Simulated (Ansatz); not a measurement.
## Au under changes of volume

One of the cells (17.651 Å³/atom); the others are scaled copies at fixed shape and fractional positions:

```
Au
1.0
     1.41131   -2.55593    0.00000
     1.41131    2.55593    0.00000
     0.00000    0.00000    4.89317
Au
2
Direct
  0.33467 0.66533 0.25000
  0.66533 0.33467 0.75000
```

This isn't the form of Au at room conditions, which is fcc.

* Program: Ansatz 0.2.0
* Functional: PBE
* Potentials or basis: Ansatz PAW
* Cutoff: 420 eV (not typed: the program's choice for these potentials)
* k mesh: 11 × 11 × 6
* Occupations: fermi-dirac, width 0.05 eV
* Spin: no spin polarisation

| volume (Å³/atom) | energy over the lowest point (meV/atom) | pressure (GPa) | largest force (eV/Å) |
| --- | --- | --- | --- |
| 16.592 | 60.13 | 14.7 | 0.050 |
| 16.945 | 32.72 | 10.3 | 0.042 |
| 17.298 | ? | ? | ? |
| 17.651 | 3.71 | 3.2 | 0.026 |
| 18.004 | 0.00 | 0.3 | 0.018 |
| 18.357 | 2.30 | -2.3 | 0.011 |
| 18.710 | 9.86 | -4.5 | 0.005 |

Task: What does the run at 17.298 Å³/atom give?

Result: Energy over the lowest point 14.29 meV/atom; pressure 6.5 GPa; largest force 0.034 eV/Å.

Worked out: A Birch-Murnaghan fit of order 3 (a polynomial in V^(-2/3)) to the other rows has its minimum at 18.04 Å³/atom with B0 = V·E''(V) = 137 GPa and B' = 5.9 at fixed shape and positions, which overstates the stiffness. It gives 14.29 meV/atom at 17.298 Å³/atom, against the run's 14.29, and -dE/dV = 6.5 GPa, against 6.5.

Energies are extrapolated to zero smearing.
